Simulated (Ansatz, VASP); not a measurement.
# ZnSnO2 (CuAu-ordered zincblende type (invented)) in two plane-wave programs, part 2 of 2

Aim: how closely do two programs agree when they are given the same cell, functional and k mesh? The cell is generated by rule, not measured, and may not be a known phase. Of the first pair: The two relaxations start from unlike cells of this crystal (the structure described is Ansatz's start), so only their ends are compared.

VASP 6.6.1 and Ansatz 0.2.0.

So far: Starting point; VASP: relaxation of cell and atoms, PBE, pair 1; Ansatz: relaxation of cell and atoms, PBE, pair 1; Side by side.

### 5. VASP: relaxation of cell and atoms, PBE, pair 2

Level of this step: PBE; plane waves and PAW (Zn, Sn_d, O); invented cell (VASP).

The relaxed volume is the usual yardstick between codes: in a stiff, nearly cubic crystal its relative difference is about their pressure difference at one cell divided by the bulk modulus. Its start cell is another than that of the pair before, and may be another structure of the material.

INCAR reads:

```
SYSTEM = ZnSnO2
PREC = Accurate
ENCUT = 600
EDIFF = 1E-07
NELM = 120
ISMEAR = 0
SIGMA = 0.1
LREAL = .FALSE.
ALGO = Normal
GGA = PE
NBANDS = 25
LORBIT = 11
LWAVE = .FALSE.
LCHARG = .FALSE.
ISIF = 3
IBRION = 2
NSW = 80
EDIFFG = -0.005
LASPH = .TRUE.
GGA_COMPAT = .FALSE.
NELMIN = 4
```

POSCAR reads:

```
ZnSnO2
1.0
    3.5007270000      0.0000000000      0.0000000000
    0.0000000000      3.5007270000      0.0000000000
    0.0000000000      0.0000000000      5.1404780000
Zn Sn O
1 1 2
Direct
    0.0000000000      0.0000000000      0.0000000000
    0.5000000000      0.5000000000      0.5000000000
    0.0000000000      0.5000000000      0.1996777342
    0.5000000000      0.0000000000      0.8003222658
```

KPOINTS reads:

```
Automatic mesh
0
Gamma
12 12 8
0 0 0
```

Potentials, in the order of the species: Zn, Sn_d and O (PBE family, release 64).

Run with:

```bash
$ mpirun -np 1 vasp_std
```

Numbers of over 12 decimals in the logs are rounded to 6 here.

Log:

```text
[... set-up lines as in an earlier step ...]
 entering main loop
       N       E                     dE             d eps       ncg     rms          rms(c)
DAV:   1     0.373378796794E+03    0.37338E+03   -0.21578E+04  7049   0.245E+03
DAV:   2     0.298316509347E+02   -0.34355E+03   -0.33114E+03  7384   0.525E+02
DAV:   3    -0.211646492607E+02   -0.50996E+02   -0.50072E+02  8196   0.182E+02
DAV:   4    -0.230891832080E+02   -0.19245E+01   -0.19175E+01  7975   0.380E+01
[...]
DAV:  14    -0.191742679638E+02   -0.82120E-06   -0.93965E-06 10505   0.457E-02    0.348E-03
DAV:  15    -0.191742680858E+02   -0.12200E-06   -0.16889E-06  9421   0.257E-02    0.264E-03
DAV:  16    -0.191742680104E+02    0.75331E-07   -0.43423E-07  8247   0.112E-02
   1 F= -.19174268E+02 E0= -.19173870E+02  d E =-.191743E+02
[... from here on, the cycles between the ionic steps are left out ...]
   2 F= -.19174489E+02 E0= -.19174102E+02  d E =-.221004E-03
   3 F= -.19174491E+02 E0= -.19174103E+02  d E =-.223286E-03
   4 F= -.19174540E+02 E0= -.19174148E+02  d E =-.489955E-04
   5 F= -.19174597E+02 E0= -.19174197E+02  d E =-.105231E-03
   6 F= -.19174577E+02 E0= -.19174161E+02  d E =-.860164E-04
   7 F= -.19174610E+02 E0= -.19174204E+02  d E =-.118367E-03
   8 F= -.19174648E+02 E0= -.19174248E+02  d E =-.384673E-04
   9 F= -.19174664E+02 E0= -.19174269E+02  d E =-.543933E-04
[...]
reached required accuracy - stopping structural energy minimisation
```

Parts of OUTCAR (step 5):

```text
  Total       -0.0026028     -0.0026028      0.0047438      0.0000000     -0.0000000      0.0000000
  in kB       -0.0660187     -0.0660187      0.1203222      0.0000000     -0.0000000      0.0000000
  external PRESSURE =      -0.0039050 kB  Pullay stress =       0.0000000 kB

 POSITION                                       TOTAL-FORCE (eV/Angst)
 -----------------------------------------------------------------------------------
      0.00000      0.00000      0.00000        -0.000000      0.000000      0.000000
      1.74794      1.74794      2.58432         0.000000     -0.000000      0.000000
      0.00000      1.74794      1.03576        -0.000000     -0.000000     -0.002473
      1.74794      0.00000      4.13289        -0.000000      0.000000      0.002473
 -----------------------------------------------------------------------------------
    total drift:                                0.000000      0.000000      0.000000

  FREE ENERGIE OF THE ION-ELECTRON SYSTEM (eV)
  ---------------------------------------------------
  free  energy   TOTEN  =       -19.1746640564 eV

  energy  without entropy=      -19.1738730719  energy(sigma->0) =      -19.17426856

[... 1 part as in an earlier step ...]

[... 3 further parts left out ...]
[key lines of the parts left out:]
E-fermi :   5.0967
```

### 6. Ansatz: relaxation of cell and atoms, PBE, pair 2

The same cell, functional, mesh and smearing now go to Ansatz, which takes its cutoff from its data sets.

The cell is taken from a series of runs on this material, whose earlier steps may have relaxed, scaled, displaced or heated it; both programs get it as it stands.

input.yaml reads:

```yaml
crystal:
  lattice:
    - [3.5007270367, 0.0, 0.0]
    - [0.0, 3.5007270367, 0.0]
    - [0.0, 0.0, 5.1404777089]
  atoms:
    - { symbol: Zn, position: [0.0, 0.0, 0.0] }
    - { symbol: Sn, position: [0.5, 0.5, 0.5] }
    - { symbol: O, position: [0.0, 0.5, 0.1996776854] }
    - { symbol: O, position: [0.5, 0.0, 0.8003223146] }
kpoints:
  mp_grid: { grid: [12, 12, 8] }
hamiltonian:
  xc: pbe
scf:
  occupations: { method: gaussian, width: 0.1 }
output:
  forces: true
  stress: true
  eigenvalues: true
relax:
  adjacent_minimum: "off"
  f_tol: 0.005
  max_steps: 80
  cell: { stress_tol: 0.05 }
```

Run with:

```bash
$ ansatz run input.yaml --threads 2 --pin off --max-ram 5120MiB --backend cpu --events-out ev --progress --plain --runs-dir out
```

Log:

```text
[...]
Crystal: 4 atoms, lattice volume = 62.997 Å³
Basis set: ecut = 420 eV, 1237 PW (Γ), exchange–correlation on 48×48×72 points (8 copies of the dense FFT grid, shifted against one another)
Bands: 23, of which v1, the nominal top of the filled ones, is band 19 counted from 1 (18 counted from 0)
Symmetry: 8 space group operations
[...]
--- Relaxed structure (3 steps of the walk, 3 accepted, 1 SCFs on fresh bases) ---
[...]
cell:  # Å, volume = 62.9864 Å³
    - [3.491881, 0, 0]
    - [0, 3.491881, 0.0]
    - [0, 0.0, 5.165683]
  atoms:
    - { symbol: Zn, position: [0, 0, 0.0] }
    - { symbol: Sn, position: [0.5, 0.5, 0.5] }
    - { symbol: O, position: [0, 0.5, 0.199652] }
    - { symbol: O, position: [0.5, 0, 0.800348] }
[key lines of the parts left out:]
SCF converged after 7 iterations
Free energy (F): -10477.407306 eV
Fermi energy:    8.971199 eV
P = ⅓ Tr σ = 0.0003 GPa (0.003 kbar)
```

### 7. Side by side

Both answers:

| quantity | Ansatz | VASP | difference |
| --- | --- | --- | --- |
| volume (Å³) | 62.99 | 63.17 | -0.29 % |
| edge a after relaxation, in the typed setting (Å) | 3.492 | 3.496 | -0.11 % |
| edge c after relaxation, in the typed setting (Å) | 5.166 | 5.169 | -0.06 % |

### 8. What came out

- difference in edge c after relaxation, in the typed setting (relaxation of cell and atoms, PBE, pair 1): -0.65 %
- difference in volume (relaxation of cell and atoms, PBE, pair 2): -0.29 %

The difference in edge c after relaxation, in the typed setting is -0.65 % (relaxation of cell and atoms, PBE, pair 1), within the 1.2 % picked in this series as the mark of a large difference, as far as the stopping tolerances let one tell. Such differences can come from data sets, numerical settings and the points named under the comparisons, not from the functional's error against experiment.

[Lines on the potential files, build, host, timing and source positions are cut from VASP's logs without a mark.]

[Logs are printed without paths, hosts, clocks, repeated set-up lines and the standing remarks that a program may print on its own settings, such as how far it seeks lower states.]

[Hosts, paths, dates, database ids (printed as entryN), source tags and the programs' standing remarks are cut or masked in the printed files.]
